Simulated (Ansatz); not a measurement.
The system is CuO (Tenorite).

```xyz
4
Lattice="2.3418 -1.7113 0.0000 2.3418 1.7113 0.0000 -0.8500 0.0000 5.0579" Properties=species:S:1:pos:R:3 pbc="T T T"
Cu    0.7459   -0.8557    2.5289
Cu    1.1709    0.8557    0.0000
O     1.7043    0.2793    3.7934
O     2.1293   -0.2793    1.2645
```

```yaml
Program: Ansatz 0.2.0
Task: relaxation of cell and atoms
Functional: RPBE
Potentials_or_basis: Ansatz PAW
Cutoff: "420 eV (not typed: the program's choice for these potentials)"
k_mesh: 10 × 10 × 5
Occupations: fermi-dirac, width 0.05 eV
Spin: no spin polarisation
```

At the start: volume 10.13 Å³/atom.

**Question.** Where does the relaxation end?

**Answer.** It ends after 22 steps and the volume is 11.61 Å³/atom (+14.6 %); space group P4_2/mmc (No. 131, to 0.05 Å).

Step by step:
```csv
step,energy change (eV),largest force (eV/Å),volume (Å³)
1,0.0000,0.1913,40.54
2,-0.1171,0.2131,42.69
3,-0.1719,0.1135,44.84
4,-0.1829,0.0172,44.76
5,-0.1895,0.0184,45.13
6,-0.1910,0.0036,44.97
7,-0.1910,0.0002,44.99
8,-0.2505,0.0017,44.99
9,-0.2765,0.0062,45.75
10,-0.2837,0.0247,46.26
11,-0.2848,0.0004,46.17
12,-0.2847,0.0001,46.20
13,-0.2996,0.0018,46.20
14,-0.3036,0.0046,46.29
15,-0.3039,0.0016,46.46
16,-0.3041,0.0002,46.42
17,-0.3061,0.0003,46.42
18,-0.3064,0.0001,46.44
19,-0.3064,0.0002,46.44
20,-0.3067,0.0002,46.44
21,-0.3067,0.0002,46.45
22,-0.3067,0.0002,46.45
```

Final structure:
```yaml
crystal:
  lattice:
    - [2.11013, -2.11325, 0.16583]
    - [2.11013, 2.11325, 0.16583]
    - [-0.40776, 0.00000, 5.17584]
  atoms:
    - { symbol: Cu, position: [0.50000, 0.00000, 0.50000] }
    - { symbol: Cu, position: [0.00000, 0.50000, 0.00000] }
    - { symbol: O, position: [0.49994, 0.50006, 0.75000] }
    - { symbol: O, position: [0.50006, 0.49994, 0.25000] }
```

Caveat: the plane-wave basis is chosen anew once the cell has moved, so the energies of steps on either side of that aren't comparable; the pressure holds a Pulay correction of +0.6 GPa for the finite cutoff; the run has no spin polarisation, though such a crystal can be magnetic; the PAW data sets come from PBE, with cores solved anew for the run's functional, which leaves a small shift of forces and pressure.
